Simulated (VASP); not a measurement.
# Ca (Fm-3m) in VASP: further runs, part 2 of 2

VASP 6.6.1. Earlier steps stand in the parts before.

### 5 Relaxation of cell and atoms, LDA

The input, INCAR:

```
ALGO     = Normal         # electronic algorithm
EDIFF    = 1E-6           # SCF threshold, eV
EDIFFG   = -0.01          # ionic threshold
ENCUT    = 600            # plane-wave cutoff, eV
GGA      = CA             # functional
IBRION   = 2              # ionic algorithm
ISIF     = 3              # what is computed and relaxed
ISMEAR   = 1              # smearing method
LASPH    = True           # aspherical terms in the spheres
LCHARG   = False          # write CHGCAR
LREAL    = False          # projectors in reciprocal space
LWAVE    = False          # write WAVECAR
NELM     = 80             # most SCF steps
NSW      = 90             # ionic steps
PREC     = Accurate       # precision mode
SIGMA    = 0.1            # smearing width, eV
```

The input, KPOINTS:

```
k-points
0
Gamma
  12 12 12
```

The input, POSCAR:

```
Ca
1.0
    0.0000000000      2.7942000000      2.7942000000
    2.7942000000      0.0000000000      2.7942000000
    2.7942000000      2.7942000000      0.0000000000
Ca
1
Direct
    0.0000000000      0.0000000000      0.0000000000
```

Potentials or basis: VASP PAW LDA potentials, release 64 (Ca_sv).

Command:

```sh
> cat potpaw_LDA.64/Ca_sv/POTCAR > POTCAR
> mpirun -np 1 vasp_std > vasp.out
```

OUTCAR:

```text
EDIFF = 1E-6
   EDIFFG = -0.01
   ENCUT = 600
   GGA = CA
   IBRION = 2
   ISIF = 3
   ISMEAR = 1
   LASPH = True
   LREAL = False
   NELM = 80
   NSW = 90
   PREC = Accurate

 ion  position               nearest neighbor table
   1  0.000  0.000  0.000-

  LATTYP: Found a face centered cubic cell.
 ALAT       =     5.5884000000

  Lattice vectors:

 A1 = (   0.0000000000,   2.7942000000,   2.7942000000)
 A2 = (   2.7942000000,   0.0000000000,   2.7942000000)
 A3 = (   2.7942000000,   2.7942000000,   0.0000000000)

Analysis of symmetry for initial positions (statically):
=====================================================================
 Subroutine PRICEL returns:
 Original cell was already a primitive cell.

 Routine SETGRP: Setting up the symmetry group for a
 face centered cubic supercell.

 Subroutine GETGRP returns: Found 48 space group operations
 (whereof 48 operations were pure point group operations)
 out of a pool of 48 trial point group operations.

The static configuration has the point symmetry O_h .

Analysis of symmetry for dynamics (positions and initial velocities):
=====================================================================
 Subroutine PRICEL returns:
 Original cell was already a primitive cell.

 Routine SETGRP: Setting up the symmetry group for a
 face centered cubic supercell.

 Subroutine GETGRP returns: Found 48 space group operations
 (whereof 48 operations were pure point group operations)
 out of a pool of 48 trial point group operations.

The dynamic configuration has the point symmetry O_h .

 Subroutine INISYM returns: Found 48 space group operations
 (whereof 48 operations are pure point group operations),
 and found     1 'primitive' translations

----------------------------------------------------------------------------------------

                                     Primitive cell

  volume of cell :      43.6317

  direct lattice vectors                    reciprocal lattice vectors
     0.000000000  2.794200000  2.794200000    -0.178942094  0.178942094  0.178942094
     2.794200000  0.000000000  2.794200000     0.178942094 -0.178942094  0.178942094
     2.794200000  2.794200000  0.000000000     0.178942094  0.178942094 -0.178942094

  length of vectors
     3.951595536  3.951595536  3.951595536     0.309936799  0.309936799  0.309936799

  position of ions in fractional coordinates (direct lattice)
     0.000000000  0.000000000  0.000000000

  ion indices of the primitive-cell ions
   primitive index   ion index
                 1           1

----------------------------------------------------------------------------------------

 KPOINTS: k-points

Automatic generation of k-mesh.
 Grid dimensions read from file:
 generate k-points for:   12   12   12

 Generating k-lattice:

  Cartesian coordinates                     Fractional coordinates (reciprocal lattice)
    -0.014911841  0.014911841  0.014911841     0.083333333  0.000000000  0.000000000
     0.014911841 -0.014911841  0.014911841     0.000000000  0.083333333  0.000000000
     0.014911841  0.014911841 -0.014911841     0.000000000  0.000000000  0.083333333

  Length of vectors
     0.025828067  0.025828067  0.025828067

[... 38 lines left out ...]
   dimension x,y,z NGX =    32 NGY =   32 NGZ =   32
   dimension x,y,z NGXF=    64 NGYF=   64 NGZF=   64
   ions per type =               1
   NGX,Y,Z   is equivalent  to a cutoff of  13.46, 13.46, 13.46 a.u.
   NGXF,Y,Z  is equivalent  to a cutoff of  26.93, 26.93, 26.93 a.u.
 SYSTEM =  unknown system
   PREC   = accura    normal or accurate (medium, high low for compatibility)
   ISTART =      0    job   : 0-new  1-cont  2-samecut
   ICHARG =      2    charge: 1-file 2-atom 10-const
   ISPIN  =      1    spin polarized calculation?
   LNONCOLLINEAR =      F non collinear calculations
   LSORBIT =      F    spin-orbit coupling
   LASPH  =      T    aspherical Exc in radial PAW
   ENCUT  =  600.0 eV  44.10 Ry    6.64 a.u.   7.89  7.89  7.89*2*pi/ulx,y,z
   NELM   =     80;   NELMIN=  2; NELMDL= -5     # of ELM steps
   EDIFF  = 0.1E-05   stopping-criterion for ELM
   LREAL  =      F    real-space projection
   EDIFFG = -.1E-01   stopping-criterion for IOM
   NSW    =     90    number of steps for IOM
   IBRION =      2    ionic relax: 0-MD 1-quasi-New 2-CG
   NFREE  =      1    steps in history (QN), initial steepest desc. (CG)
   ISIF   =      3    stress and relaxation
   ISYM   =      2    0-nonsym 1-usesym 2-fastsym
   POTIM  = 0.5000    time-step for ionic-motion
   TEBEG  =    0.0;   TEEND  =   0.0 temperature during run
   PSTRESS=    0.0 pullay stress
   NELECT =      10.0000    total number of electrons
   NUPDOWN=      -1.0000    fix difference up-down
   EMIN   =  10.00;   EMAX   =-10.00  energy-range for DOS
   EFERMI =   0.00;   METHOD = LEGACY
   ISMEAR =     1;   SIGMA  =   0.10  broadening in eV -4-tet -1-fermi 0-gaus
   EFERMI_NEDOS =   21; number of points for ismear=-14 and -15
   IALGO  =     38    algorithm
   IMIX   =      4    mixing-type and parameters
     AMIX     =   0.40;   BMIX     =  1.00
     AMIX_MAG =   1.60;   BMIX_MAG =  1.00
  volume/ion in A,a.u.               =      43.63       294.44
  Fermi-wavevector in a.u.,A,eV,Ry     =   1.001861  1.893242 13.656506  1.003725
  Thomas-Fermi vector in A             =   2.134310
   LORBIT       =      0    0 simple, 1 ext, 2 COOP (PROOUT), +10 PAW based schemes
   GGA     = CA    functional components
   LHFCALC =     F    Hartree Fock is set to
   AEXX    =    0.0000 exact exchange contribution
   IVDW    =     0    specifies the selected vdW correction
   LEPSILON=     F    determine dielectric tensor
   LRPA    =     F    only Hartree local field effects (RPA)
 conjugate gradient relaxation of ions
 non-spin polarized calculation
 Methfessel and Paxton  Order N= 1 SIGMA  =   0.10
  energy-cutoff  :      600.00
  volume of cell :       43.63
 maximum number of plane-waves:      1475
   NGX = 15   NGY = 15   NGZ = 15

--------------------------------------- Ionic step        1  -------------------------------------------

 number of electron      10.0000001 magnetization

 Free energy of the ion-electron system (eV)
  ---------------------------------------------------
  ext. energy  EPLUGINS =         0.00000000
  ---------------------------------------------------
  free energy    TOTEN  =        -2.16308112 eV

  energy without entropy =       -2.16162801  energy(sigma->0) =       -2.16259675

------------------------ aborting loop because EDIFF is reached ----------------------------------------

  FORCE on cell =-STRESS in cart. coord.  units (eV):
  Direction    XX          YY          ZZ          XY          YZ          ZX
  --------------------------------------------------------------------------------------
  -------------------------------------------------------------------------------------
  Total       -0.5746090     -0.5746090     -0.5746090      0.0000000     -0.0000000      0.0000000
  in kB      -21.0999089    -21.0999089    -21.0999089      0.0000000     -0.0000000      0.0000000
  external PRESSURE =     -21.0999089 kB  Pullay stress =       0.0000000 kB
[... 92 lines left out ...]
--------------------------------------- Ionic step        4  -------------------------------------------

 number of electron      10.0000001 magnetization

 Free energy of the ion-electron system (eV)
  ---------------------------------------------------
  ext. energy  EPLUGINS =         0.00000000
  ---------------------------------------------------
  free energy    TOTEN  =        -2.20359055 eV

  energy without entropy =       -2.20208532  energy(sigma->0) =       -2.20308881

 E-fermi :   2.2258     XC(G=0):  -8.3136

 val. band max:        2.2150906003   @ k =  -0.3333   0.4167   0.1667
 cond. band min:       2.2327487972   @ k =  -0.3333   0.3333   0.1667
 fundamental gap:      0.0176581969
 Fermi energy:         2.2257508086

 k-point     1 :       0.0000    0.0000    0.0000
  band No.  band energies     occupation
      1     -39.1032      2.00000
      2     -20.2934      2.00000
      3     -20.2934      2.00000
      4     -20.2934      2.00000
      5      -1.9881      2.00000
      6       4.5686      0.00000
      7       4.5686      0.00000
      8       4.5686      0.00000
      9       5.7787      0.00000
[... 265 lines left out ...]
 k-point    24 :      -0.4167    0.1667    0.0000
  band No.  band energies     occupation
      1     -39.0769      2.00000
      2     -20.4856      2.00000
      3     -20.3602      2.00000
      4     -20.3298      2.00000
      5       1.4849      2.00000
      6       2.2890      0.13206
      7       3.9388     -0.00000
      8       4.7626      0.00000
      9       6.3792      0.00000

 [... further k-points ...]
[... 5 lines left out ...]
  --------------------------------------------------------------------------------------
  -------------------------------------------------------------------------------------
  Total        0.0015602      0.0015602      0.0015602     -0.0000000      0.0000000      0.0000000
  in kB        0.0658652      0.0658652      0.0658652     -0.0000000      0.0000000      0.0000000
  external PRESSURE =       0.0658652 kB  Pullay stress =       0.0000000 kB
[... 16 lines left out ...]
  FREE ENERGIE OF THE ION-ELECTRON SYSTEM (eV)
  ---------------------------------------------------
  free  energy   TOTEN  =        -2.2035905472 eV

  energy  without entropy=       -2.2020853229  energy(sigma->0) =       -2.20308881

 reached required accuracy - stopping structural energy minimisation
```

Wall time 25 s (1 thread of Intel Xeon 6975P-C (Granite Rapids), shared host); peak memory 0.18 GiB.

What came out:

```yaml
Free_energy: -2.2036 eV
Relaxed_volume: 37.95 Å³/atom
Relaxed_cell: a = 3.772 Å, b = 3.772 Å, c = 3.772 Å, α = 60.00°, β = 60.00°, γ = 60.00°
Space_group_after_relaxing_to_0.05_Å: Fm-3m (No. 225)
Energy_gained_by_relaxing: 40.5 meV/atom
Ionic_steps: 4
Pressure_after_relaxing: 0.0 GPa
Band_gap_on_the_k_mesh: none (metal or under the smearing width)
```

Step by step:
```csv
step,energy change (eV),largest force (eV/Å),pressure (GPa),volume (Å³)
1,0.0000,0.0000,-2.11,43.63
2,-0.0341,0.0000,-0.93,40.10
3,-0.0405,0.0000,-0.08,38.13
4,-0.0405,0.0000,0.01,37.95
```

Final structure:
```
Ca
1.0
     0.00000    2.66726    2.66726
     2.66726    0.00000    2.66726
     2.66726    2.66726    0.00000
Ca
1
Direct
  0.00000 0.00000 0.00000
```

Caveat: the volume moved by -13 % from the deposited cell, more than functionals usually miss.

### 6 The runs side by side

```tsv
task	level	potentials or basis	cell	k mesh	cutoff (eV)	gap on the mesh (eV)	pressure (GPa)	relaxed volume (Å³/atom)
single point	LDA	VASP PAW LDA potentials, release 64 (Ca_sv)	Fm-3m, 43.63 Å³/atom	6 × 6 × 6	520	none	-2.2	-
relaxation of cell and atoms	r2SCAN	VASP PAW PBE potentials, release 64 (Ca_sv)	relaxed	12 × 12 × 12	600	none	0.0	43.39
relaxation of cell and atoms	LDA	VASP PAW LDA potentials, release 64 (Ca_sv)	relaxed	12 × 12 × 12	600	none	0.0	37.95
```

Alike in all rows: no spin polarisation; smearing methfessel-paxton 0.1 eV.

Caveats: the PAW data sets were made with another functional, which shifts forces and pressure a little (some runs); the volume moved by -13 % from the deposited cell, more than functionals usually miss (some runs).

Absolute energies hang on the potentials; compare differences alone.
